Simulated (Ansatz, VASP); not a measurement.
# One calculation of Cd, two programs

```
CELL_PARAMETERS angstrom
-1.77383 1.77383 1.77383
1.77383 -1.77383 1.77383
1.77383 1.77383 -1.77383
ATOMIC_POSITIONS crystal
Cd 0.00000 0.00000 0.00000
```

This isn't the form of Cd at room conditions, which is hcp.

Alike in both runs: task single point; functional PBEsol; k mesh 7 × 7 × 7; occupations fermi-dirac, width 0.15 eV; no spin polarisation.

```csv
,VASP,Ansatz
version,VASP 6.6.1,Ansatz 0.2.0
potentials or method,"VASP PAW PBE potentials, release 64 (Cd)","plane waves, PAW"
plane-wave cutoff (eV),520,422
valence electrons in the cell,12,20
```

Ansatz gave:

```
pressure (GPa) : -2.3
```

Q: Estimate VASP's values.

A: Pressure (GPa): -2.0.

The two sets of potentials don't hold the same shells in valence.

Caveats: the PAW data sets were made with another functional, which shifts forces and pressure a little (VASP).
